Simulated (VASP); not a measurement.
# Ni (Fm-3m) in VASP: further runs

One crystal, Ni, is run at these levels: rev-vdW-DF2, PBEsol; tasks: relaxation of cell and atoms.

All numbers are computed with VASP 6.6.1; they aren't measurements. Logs are shortened: lines on timing, memory, paths and dates and some standing lists are left out, and cuts for length are marked.

**1. The structure**

Symmetry: Fm-3m, No. 225, cubic system. Conventional cell: a = 3.490 Å, b = 3.490 Å, c = 3.490 Å, α = 90.00°, β = 90.00°, γ = 90.00°. Ni (site symmetry m-3m) has 12 Ni at 2.47 Å as nearest neighbours.

**2. Relaxation of cell and atoms, rev-vdW-DF2, collinear spin, ferromagnetic start**

INCAR reads:

```
PREC = Accurate ; ENCUT = 600
EDIFF = 1E-7 ; ISMEAR = 1
SIGMA = 0.1 ; LREAL = False
LASPH = True ; NELM = 150
ALGO = Normal ; ISIF = 3
LWAVE = False ; LCHARG = False
ISPIN = 2 ; MAGMOM = 2
LORBIT = 11 ; LMAXMIX = 4
GGA = MK ; LUSE_VDW = True
AGGAC = 0.0 ; PARAM1 = 0.1234
PARAM2 = 0.711357 ; ZAB_VDW = -1.8867
IBRION = 2 ; NSW = 90
EDIFFG = -0.005 ; AMIX = 0.2
BMIX = 1E-4 ; AMIX_MAG = 0.8
BMIX_MAG = 1E-4
```

KPOINTS reads:

```
Automatic mesh
0
Gamma
  18 18 18
```

POSCAR reads:

```
Ni                                      
1.0
    0.0000000000      1.7449721984      1.7449721984
    1.7449721984      0.0000000000      1.7449721984
    1.7449721984      1.7449721984     -0.0000000000
  Ni            
     1
Direct
     0.0000000000000000    0.0000000000000000    0.0000000000000000
```

Potentials or basis: VASP PAW PBE potentials, release 64 (Ni).

Run with:

```sh
$ cat potpaw_PBE.64/Ni/POTCAR > POTCAR
$ mpirun -np 1 vasp_std > vasp.out
```

OUTCAR:

```text
PREC = Accurate
   ENCUT = 600
   EDIFF = 1E-7
   ISMEAR = 1
   LREAL = False
   LASPH = True
   NELM = 150
   ISIF = 3
   ISPIN = 2
   LORBIT = 11
   GGA = MK
   IBRION = 2
   NSW = 90
   EDIFFG = -0.005
   AMIX = 0.2
   AMIX_MAG = 0.8

 ion  position               nearest neighbor table
   1  0.000  0.000  0.000-

  LATTYP: Found a face centered cubic cell.
 ALAT       =     3.4899443968

  Lattice vectors:

 A1 = (   0.0000000000,   1.7449721984,   1.7449721984)
 A2 = (   1.7449721984,   0.0000000000,   1.7449721984)
 A3 = (   1.7449721984,   1.7449721984,   0.0000000000)

Analysis of symmetry for initial positions (statically):
=====================================================================
 Subroutine PRICEL returns:
 Original cell was already a primitive cell.

 Routine SETGRP: Setting up the symmetry group for a
 face centered cubic supercell.

 Subroutine GETGRP returns: Found 48 space group operations
 (whereof 48 operations were pure point group operations)
 out of a pool of 48 trial point group operations.

The static configuration has the point symmetry O_h .

Analysis of symmetry for dynamics (positions and initial velocities):
=====================================================================
 Subroutine PRICEL returns:
 Original cell was already a primitive cell.

 Routine SETGRP: Setting up the symmetry group for a
 face centered cubic supercell.

 Subroutine GETGRP returns: Found 48 space group operations
 (whereof 48 operations were pure point group operations)
 out of a pool of 48 trial point group operations.

The dynamic configuration has the point symmetry O_h .

Analysis of structural, dynamic, and magnetic symmetry:
=====================================================================
 Subroutine PRICEL returns:
 Original cell was already a primitive cell.

 Routine SETGRP: Setting up the symmetry group for a
 face centered cubic supercell.

 Subroutine GETGRP returns: Found 48 space group operations
 (whereof 48 operations were pure point group operations)
 out of a pool of 48 trial point group operations.

The overall configuration has the point symmetry O_h .

 Subroutine INISYM returns: Found 48 space group operations
 (whereof 48 operations are pure point group operations),
 and found     1 'primitive' translations

----------------------------------------------------------------------------------------

                                     Primitive cell

  volume of cell :      10.6266

[... 124 lines left out ...]
 maximum number of plane-waves:       366
   NGX =  9   NGY =  9   NGZ =  9

 number of electron      10.0000004 magnetization       0.6081436

 Free energy of the ion-electron system (eV)
  ---------------------------------------------------
  ext. energy  EPLUGINS =         0.00000000
  ---------------------------------------------------
  free energy    TOTEN  =        -3.15566499 eV

  energy without entropy =       -3.15596549  energy(sigma->0) =       -3.15576515

 E-fermi :   9.5398     XC(G=0): -13.4824

 val. band max:        9.5325702756   @ k =   0.4444   0.2222   0.0556
 cond. band min:       9.5437811563   @ k =   0.5000   0.4444   0.0556
 fundamental gap:      0.0112108807
 Fermi energy:         9.5398152356

 spin component 1

 k-point     1 :       0.0000    0.0000    0.0000
  band No.  band energies     occupation
      1       0.4091      1.00000
      2       7.0851      1.00000
      3       7.0851      1.00000
      4       7.0851      1.00000
      5       8.2844      1.00000
      6       8.2844      1.00000
      7      33.6085      0.00000
      8      37.5235      0.00000
      9      37.5235      0.00000
     10      37.5235      0.00000
[... 287 lines left out ...]
 k-point    24 :      -0.2222    0.0556    0.0000
  band No.  band energies     occupation
      1       2.6274      1.00000
      2       6.7033      1.00000
      3       7.3173      1.00000
      4       7.3650      1.00000
      5       8.1853      1.00000
      6       8.5111      1.00000
      7      24.7998      0.00000
      8      31.9348      0.00000
      9      35.4019      0.00000
     10      37.4447      0.00000

 [... further k-points ...]

 spin component 2

 k-point     1 :       0.0000    0.0000    0.0000
  band No.  band energies     occupation
      1       0.3969      1.00000
      2       7.7786      1.00000
      3       7.7786      1.00000
      4       7.7786      1.00000
      5       8.8445      1.00000
      6       8.8445      1.00000
      7      33.5020      0.00000
      8      37.5189      0.00000
      9      37.5189      0.00000
     10      37.5189      0.00000
[... 287 lines left out ...]
 k-point    24 :      -0.2222    0.0556    0.0000
  band No.  band energies     occupation
      1       2.6393      1.00000
      2       7.3151      1.00000
      3       7.9572      1.00000
      4       8.0176      1.00000
      5       8.7912      1.00000
      6       9.1310      1.00000
      7      24.9424      0.00000
      8      31.9703      0.00000
      9      35.3899      0.00000
     10      37.5339      0.00000

 [... further k-points ...]

------------------------ aborting loop because EDIFF is reached ----------------------------------------

  FORCE on cell =-STRESS in cart. coord.  units (eV):
  Direction    XX          YY          ZZ          XY          YZ          ZX
  --------------------------------------------------------------------------------------
  -------------------------------------------------------------------------------------
  Total        0.0005012      0.0005012      0.0005012     -0.0000000      0.0000000      0.0000000
  in kB        0.0755698      0.0755698      0.0755698     -0.0000000      0.0000000      0.0000000
  external PRESSURE =       0.0755698 kB  Pullay stress =       0.0000000 kB

 VOLUME and BASIS-vectors are now :
 -----------------------------------------------------------------------------
  energy-cutoff  :      600.00
  volume of cell :       10.63
      direct lattice vectors                 reciprocal lattice vectors
     0.000000000  1.744972198  1.744972198    -0.286537516  0.286537516  0.286537516
     1.744972198  0.000000000  1.744972198     0.286537516 -0.286537516  0.286537516
     1.744972198  1.744972198  0.000000000     0.286537516  0.286537516 -0.286537516

 POSITION                                       TOTAL-FORCE (eV/Angst)
 -----------------------------------------------------------------------------------
      0.00000      0.00000      0.00000         0.000000      0.000000     -0.000000
 -----------------------------------------------------------------------------------
    total drift:                               -0.000000     -0.000000     -0.000000

  FREE ENERGIE OF THE ION-ELECTRON SYSTEM (eV)
  ---------------------------------------------------
  free  energy   TOTEN  =        -3.1556649882 eV

  energy  without entropy=       -3.1559654880  energy(sigma->0) =       -3.15576515

Total vdW correction in eV:      1.6504403

 reached required accuracy - stopping structural energy minimisation

 total charge

# of ion       s       p       d       tot
------------------------------------------
    1        0.509   0.516   8.343   9.368

 magnetization (x)

# of ion       s       p       d       tot
------------------------------------------
    1       -0.006  -0.023   0.643   0.614
```

Run time: 99 s. Hardware: 1 thread of AMD EPYC 7R43 (Zen 3), shared host; peak memory 0.23 GiB.

Results:

```
Free energy                                           : -3.1557 eV
Pressure after relaxing                               : 0.0 GPa
Band gap on the k mesh                                : none (metal or under the smearing width)
Net moment                                            : 0.61 μB per cell
Site moments                                          : Ni +0.61 μB
Valence electrons inside the program's atomic spheres : Ni 9.37
```

Final structure:
```cif
data_structure
_symmetry_space_group_name_H-M 'P 1'
_symmetry_Int_Tables_number 1
_cell_length_a 2.4678
_cell_length_b 2.4678
_cell_length_c 2.4678
_cell_angle_alpha 60.000
_cell_angle_beta 60.000
_cell_angle_gamma 60.000
_cell_volume 10.63
loop_
_atom_site_label
_atom_site_type_symbol
_atom_site_fract_x
_atom_site_fract_y
_atom_site_fract_z
_atom_site_occupancy
Ni1 Ni 0.00000 0.00000 0.00000 1
```

Levels at points of the mesh, in eV from the Fermi level:
Spin up:
| k point | band 2 | band 3 | band 4 | band 5 | band 6 | band 7 | band 8 | band 9 |
| --- | --- | --- | --- | --- | --- | --- | --- | --- |
| (0.00, 0.00, 0.00) | -2.45 | -2.45 | -2.45 | -1.26 | -1.26 | 24.07 | 27.98 | 27.98 |
| (0.50, 0.00, 0.00) | -2.45 | -2.45 | -0.56 | -0.56 | -0.26 | 5.85 | 22.57 | 25.03 |
| (0.50, 0.50, 0.00) | -4.28 | -0.52 | -0.41 | -0.41 | 2.51 | 9.47 | 15.05 | 15.05 |
Spin down:
| k point | band 1 | band 2 | band 3 | band 4 | band 5 | band 6 | band 7 | band 8 | band 9 | band 10 |
| --- | --- | --- | --- | --- | --- | --- | --- | --- | --- | --- |
| (0.00, 0.00, 0.00) | -9.14 | -1.76 | -1.76 | -1.76 | -0.70 | -0.70 | 23.96 | 27.98 | 27.98 | 27.98 |
| (0.50, 0.00, 0.00) | -4.52 | -1.87 | -1.87 | -0.29 | 0.15 | 0.15 | 6.25 | 22.46 | 25.12 | 25.12 |
| (0.50, 0.50, 0.00) | -4.42 | -3.71 | 0.07 | 0.38 | 0.38 | 2.50 | 9.71 | 15.07 | 15.07 | 20.33 |

Caveat: the relaxation stopped at its first step, so nothing moved; the PAW data sets were made with another functional, which shifts forces and pressure a little.

**3. Relaxation of cell and atoms, PBEsol, collinear spin, ferromagnetic start**

This run uses another cell than the first one, of 10.94 Å³/atom, 1.029 times its volume.

INCAR reads:

```
SYSTEM = Ni
PREC = Accurate
ENCUT = 600
EDIFF = 1E-6
ISMEAR = 1
SIGMA = 0.1
LREAL = .False.
LASPH = .True.
NELM = 150
ALGO = Normal
ISIF = 3
LWAVE = .False.
LCHARG = .False.
ISPIN = 2
MAGMOM = 2
LORBIT = 11
LMAXMIX = 4
GGA = PS
IBRION = 2
NSW = 90
EDIFFG = -0.01
AMIX = 0.2
BMIX = 1E-4
AMIX_MAG = 0.8
BMIX_MAG = 1E-4
```

KPOINTS reads:

```
regular mesh
0
Gamma
  18 18 18
  0 0 0
```

POSCAR reads:

```
Ni
1.0
    0.0000000000      1.7619350000      1.7619350000
    1.7619350000      0.0000000000      1.7619350000
    1.7619350000      1.7619350000      0.0000000000
Ni
1
Direct
    0.0000000000      0.0000000000      0.0000000000
```

Potentials or basis: VASP PAW PBE potentials, release 64 (Ni).

Run with:

```sh
$ cat potpaw_PBE.64/Ni/POTCAR > POTCAR
$ mpirun -np 1 vasp_std > vasp.out
```

It took 68 s on 1 thread of Intel Xeon Platinum 8488C (Sapphire Rapids), shared host; peak memory 0.17 GiB.

Results (log left out):

```
Free energy                                           : -6.1373 eV
Relaxed volume                                        : 10.37 Å³/atom
Relaxed cell                                          : a = 2.448 Å, b = 2.448 Å, c = 2.448 Å, α = 60.00°, β = 60.00°, γ = 60.00°
Space group after relaxing (to 0.05 Å)                : Fm-3m (No. 225)
Energy gained by relaxing                             : 20.4 meV/atom
Ionic steps                                           : 3
Pressure after relaxing                               : -0.1 GPa
Band gap on the k mesh                                : none (metal or under the smearing width)
Net moment                                            : 0.61 μB per cell
Site moments                                          : Ni +0.62 μB
Valence electrons inside the program's atomic spheres : Ni 9.40
```

The path:
| step | energy change (eV) | largest force (eV/Å) | pressure (GPa) | volume (Å³) |
| --- | --- | --- | --- | --- |
| 1 | 0.0000 | 0.0000 | -10.81 | 10.94 |
| 2 | 0.0032 | 0.0000 | 14.43 | 9.81 |
| 3 | -0.0204 | 0.0000 | -0.11 | 10.37 |

Final structure:
```cif
data_structure
_symmetry_space_group_name_H-M 'P 1'
_symmetry_Int_Tables_number 1
_cell_length_a 2.4479
_cell_length_b 2.4479
_cell_length_c 2.4479
_cell_angle_alpha 60.000
_cell_angle_beta 60.000
_cell_angle_gamma 60.000
_cell_volume 10.37
loop_
_atom_site_label
_atom_site_type_symbol
_atom_site_fract_x
_atom_site_fract_y
_atom_site_fract_z
_atom_site_occupancy
Ni1 Ni 0.00000 0.00000 0.00000 1
```

Levels at points of the mesh, in eV from the Fermi level:
Spin up:
```csv
k point,band 3,band 4,band 5,band 6,band 7,band 8
"(0.00, 0.00, 0.00)",-2.55,-2.55,-1.29,-1.29,24.10,28.32
"(0.50, 0.00, 0.00)",-2.54,-0.57,-0.57,-0.43,5.99,22.57
"(0.50, 0.50, 0.00)",-0.52,-0.43,-0.43,2.42,9.63,15.22
```
Spin down:
| k point | band 3 | band 4 | band 5 | band 6 | band 7 | band 8 |
| --- | --- | --- | --- | --- | --- | --- |
| (0.00, 0.00, 0.00) | -1.84 | -1.84 | -0.70 | -0.70 | 24.00 | 28.32 |
| (0.50, 0.00, 0.00) | -1.94 | -0.46 | 0.16 | 0.16 | 6.41 | 22.47 |
| (0.50, 0.50, 0.00) | 0.09 | 0.39 | 0.39 | 2.41 | 9.89 | 15.24 |

Caveat: the PAW data sets were made with another functional, which shifts forces and pressure a little.
